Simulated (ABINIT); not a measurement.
# Ge (Fd-3m) in ABINIT: notebook

The runs below take Ge through equation of state, with PBEsol, r2SCAN.

All numbers are computed with ABINIT 10.8.3 (patched build); they aren't measurements. Logs are shortened: lines on timing, memory, paths and dates and some standing lists are left out, and cuts for length are marked. The log counts tension as positive stress, the text compression.

**The experiment to reproduce.**

From “Sub-monolayer structures of Ag overlayers on Ge(111): experimental observations and first-principles study”, 2019, arxiv:1908.00180, for a bulk crystal of Ge: bulk modulus 75.8 GPa.

The results are compared with them further down.

### Step 1. Starting point

It takes space group Fd-3m (No. 227, cubic). Conventional cell: a = 5.658 Å, b = 5.658 Å, c = 5.658 Å, α = 90.00°, β = 90.00°, γ = 90.00°. Ge (site symmetry -43m) is surrounded by 4 Ge at 2.45 Å.

### Step 2. Equation of state, PBEsol

run.abi reads:

```
# Datasets: one volume each
ndtset 7
getwfk -1
scalecart1 3*0.9795861087
scalecart2 3*0.9864848297
scalecart3 3*0.9932883884
scalecart4 3*1.0000000000
scalecart5 3*1.0066227096
scalecart6 3*1.0131594038
scalecart7 3*1.0196128224

# Pseudopotentials
pp_dirpath "./"
pseudos "Ge.GGA_PBE-JTH.xml"

# Structure
acell 3*1.0
rprim
     0.0000000000     5.3458651312     5.3458651312
     5.3458651312     0.0000000000     5.3458651312
     5.3458651312     5.3458651312     0.0000000000
ntypat 1
znucl 32
natom 2
typat 1 1
xred
     0.7500000000     0.7500000000     0.7500000000
     0.5000000000     0.5000000000     0.5000000000

# Plane-wave basis
ecut 22.0
pawecutdg 44.0
pawxcdev 0

# k points
kptopt 1
ngkpt 8 8 8
nshiftk 1
shiftk 0.0 0.0 0.0

# Exchange and correlation
ixc -116133

# Bands and occupations
nband 18
occopt 3
tsmear 0.05 eV

# SCF cycle
nstep 100
tolvrs 1.0e-9

# Output
iomode 3
prtwf 1
prtden 0
prteig 0
prtebands 0
```

Potentials or basis: JTH PAW PBE v2.0.

Started as:

```bash
$ abinit run.abi > log 2>&1
```

run.abo:

```text
.Version 10.8.3 of ABINIT
 DATASET    1 : space group Fd -3 m (#227); Bravais cF (face-center cubic)
================================================================================
 Values of the parameters that define the memory need for DATASET  1.
     intxc =       0    ionmov =       0      iscf =      17    lmnmax =      18
     lnmax =       6     mgfft =      32  mpssoang =       3    mqgrid =    3001
     natom =       2  nloc_mem =       2    nspden =       1   nspinor =       1
    nsppol =       1      nsym =      48    n1xccc =       1    ntypat =       1
    occopt =       3   xclevel =       2
       mpw =        1427          nfft =       32768          nkpt =          29
 PAW method is used; the additional fine FFT grid is defined by:
   mgfftf=        48    nfftf =    110592
================================================================================
================================================================================
[... 71 lines left out ...]
 DATASET    7 : space group Fd -3 m (#227); Bravais cF (face-center cubic)
================================================================================
 Values of the parameters that define the memory need for DATASET  7.
     intxc =       0    ionmov =       0      iscf =      17    lmnmax =      18
     lnmax =       6     mgfft =      36  mpssoang =       3    mqgrid =    3001
     natom =       2  nloc_mem =       2    nspden =       1   nspinor =       1
    nsppol =       1      nsym =      48    n1xccc =       1    ntypat =       1
    occopt =       3   xclevel =       2
       mpw =        1612          nfft =       46656          nkpt =          29
 PAW method is used; the additional fine FFT grid is defined by:
   mgfftf=        48    nfftf =    110592
================================================================================
================================================================================

--------------------------------------------------------------------------------
------------- Echo of variables that govern the present computation ------------
--------------------------------------------------------------------------------
 -outvars: echo values of preprocessed input variables --------
            acell      1.0000000000E+00  1.0000000000E+00  1.0000000000E+00 Bohr
              amu      7.26100000E+01
             ecut      2.20000000E+01 Hartree
           getwfk          -1
              ixc     -116133
           jdtset        1    2    3    4    5    6    7
         kptrlatt        8    0    0      0    8    0      0    0    8
          kptrlen1     5.92468958E+01
          kptrlen2     5.96641412E+01
          kptrlen3     6.00756310E+01
          kptrlen4     6.04815598E+01
          kptrlen5     6.08821116E+01
          kptrlen6     6.12774610E+01
          kptrlen7     6.16677739E+01
            natom           2
            nband          18
           ndtset           7
            ngfft1         32      32      32
[... 73 lines left out ...]
            znucl       32.00000

================================================================================

 chkinp: Checking input parameters for consistency, jdtset=   1.

 chkinp: Checking input parameters for consistency, jdtset=   2.
[... 36 lines left out ...]
 getcut: wavevector=  0.0000  0.0000  0.0000  ngfft=  48  48  48
         ecut(hartree)=     44.000   => boxcut(ratio)=   2.17057

--- Pseudopotential description ------------------------------------------------
- pspini: atom type   1  psp file is ./Ge.GGA_PBE-JTH.xml
 Pseudopotential format is: paw10
 basis_size (lnmax)=  6 (lmn_size= 18), orbitals=   0   0   1   1   2   2
 Spheres core radius: rc_sph= 2.30476891
 Shapefunction is SIN type: shapef(r)=[sin(pi*r/rshp)/(pi*r/rshp)]**2
 Radius for shape functions =  1.99988291
 Compensation charge density is not taken into account in XC energy/potential

   1.13473484E+03                                ecore*ucvol(ha*bohr**3)
--------------------------------------------------------------------------------

================================================================================

--- !BeginCycle
iteration_state: {dtset: 1, }
solver: {iscf: 17, nstep: 100, nline: 4, wfoptalg: 10, }
tolerances: {tolvrs: 1.00E-09, }
...
[... 1265 lines left out ...]
-Cartesian components of stress tensor (GPa)         [Pressure= -3.3824E+00 GPa]
- sigma(1 1)=  3.38236300E+00  sigma(3 2)=  0.00000000E+00
- sigma(2 2)=  3.38236300E+00  sigma(3 1)=  0.00000000E+00
- sigma(3 3)=  3.38236300E+00  sigma(2 1)=  0.00000000E+00

== END DATASET(S) ==============================================================
================================================================================

 -outvars: echo values of variables after computation  --------
            acell      1.0000000000E+00  1.0000000000E+00  1.0000000000E+00 Bohr
           etotal1    -1.9111281521E+02
           etotal2    -1.9111381221E+02
           etotal3    -1.9111445304E+02
           etotal4    -1.9111476055E+02
           etotal5    -1.9111478242E+02
           etotal6    -1.9111454702E+02
           etotal7    -1.9111407646E+02
            fcart1    -3.2136497136E-30 -3.2136497136E-30  6.4272994272E-30
                       3.2136497136E-30  3.2136497136E-30 -6.4272994272E-30
            fcart2    -4.9862123491E-32 -4.9862123491E-32 -4.9862123491E-32
                       4.9862123491E-32  4.9862123491E-32  4.9862123491E-32
            fcart3    -2.9712354826E-31  9.9041182753E-32  9.9041182753E-32
                       2.9712354826E-31 -9.9041182753E-32 -9.9041182753E-32
            fcart4     3.9350582721E-31  1.9675291360E-31 -7.8701165441E-31
                      -3.9350582721E-31 -1.9675291360E-31  7.8701165441E-31
            fcart5     1.9545844906E-31 -1.9545844906E-31  1.9545844906E-31
                      -1.9545844906E-31  1.9545844906E-31 -1.9545844906E-31
[... 38 lines left out ...]
                       0.0000000000E+00  0.0000000000E+00  0.0000000000E+00
           xangst1     4.1567414053E+00  4.1567414053E+00  4.1567414053E+00
                       2.7711609369E+00  2.7711609369E+00  2.7711609369E+00
           xangst2     4.1860151965E+00  4.1860151965E+00  4.1860151965E+00
                       2.7906767977E+00  2.7906767977E+00  2.7906767977E+00
           xangst3     4.2148851794E+00  4.2148851794E+00  4.2148851794E+00
                       2.8099234529E+00  2.8099234529E+00  2.8099234529E+00
           xangst4     4.2433649971E+00  4.2433649971E+00  4.2433649971E+00
                       2.8289099981E+00  2.8289099981E+00  2.8289099981E+00
           xangst5     4.2714675712E+00  4.2714675712E+00  4.2714675712E+00
                       2.8476450475E+00  2.8476450475E+00  2.8476450475E+00
           xangst6     4.2992051506E+00  4.2992051506E+00  4.2992051506E+00
                       2.8661367671E+00  2.8661367671E+00  2.8661367671E+00
           xangst7     4.3265893612E+00  4.3265893612E+00  4.3265893612E+00
                       2.8843929075E+00  2.8843929075E+00  2.8843929075E+00
             xred      7.5000000000E-01  7.5000000000E-01  7.5000000000E-01
                       5.0000000000E-01  5.0000000000E-01  5.0000000000E-01
 Calculation completed.
```

Wall time 3.5 min (1 thread of Arm Neoverse V2, shared host); peak memory 0.17 GiB.

Results:

| Quantity | Value |
| --- | --- |
| Equilibrium volume | 22.90 Å³/atom |
| Bulk modulus | 66 GPa |
| Pressure derivative of the bulk modulus | 4.7 |

Energy against volume, from the lowest point:
```csv
volume (Å³/atom),energy (meV/atom)
21.281,26.77
21.733,13.20
22.186,4.48
22.639,0.30
23.092,0.00
23.545,3.20
23.997,9.61
```

Caveat: pressures at fixed basis lie under the slope of the energies; the PAW data sets were made with another functional, which shifts forces and pressure a little; the atomic spheres overlap.

### Step 3. Equation of state, r2SCAN

run.abi, as its differences from that of step 2:

```diff
@@ -30,5 +30,4 @@
 # Plane-wave basis
-ecut 22.0
-pawecutdg 44.0
-pawxcdev 0
+ecut 26.0
+pawecutdg 48.0
 
@@ -41,3 +40,5 @@
 # Exchange and correlation
-ixc -116133
+ixc -497498
+usekden 1
+pawxcdev 0
 
@@ -50,3 +51,3 @@
 nstep 100
-tolvrs 1.0e-9
+tolvrs 1.0e-7
```

Potentials or basis: JTH PAW PBE v2.0.

Started as:

```bash
$ abinit run.abi > log 2>&1
```

It took 9.6 min on 1 thread of Arm Neoverse V2, shared host; peak memory 0.21 GiB.

It converged, with:

* Equilibrium volume: 22.94 Å³/atom
* Bulk modulus: 70 GPa
* Pressure derivative of the bulk modulus: 5.3

Energy against volume, from the lowest point:
```csv
volume (Å³/atom),energy (meV/atom)
21.281,30.50
21.733,15.35
22.186,5.59
22.639,0.65
23.092,0.00
23.545,3.08
23.997,9.45
```

Caveat: pressures at fixed basis lie under the slope of the energies; the PAW data sets were made with another functional, which shifts forces and pressure a little; the atomic spheres overlap.

### Step 4. Comparison with measurements

Step 2. Measured bulk modulus of Ge: 75.8 GPa (quoted in “Sub-monolayer structures of Ag overlayers on Ge(111): experimental observations and first-principles study”, 2019, arxiv:1908.00180). This calculation gives 66 GPa (-12.8 %). The fit is for a static lattice scaled at fixed shape and fixed fractional positions. The cell as given is a measured one (22.64 Å³/atom); PBEsol puts the equilibrium volume +1.1 % from it, thermal expansion not counted.

Step 3. Against the measured bulk modulus of Ge, 75.8 GPa (quoted in “Sub-monolayer structures of Ag overlayers on Ge(111): experimental observations and first-principles study”, 2019, arxiv:1908.00180), the calculated 70 GPa is off by -7.6 %. The fit is for a static lattice scaled at fixed shape and fixed fractional positions. The cell as given is a measured one (22.64 Å³/atom); r2SCAN puts the equilibrium volume +1.3 % from it, thermal expansion not counted.
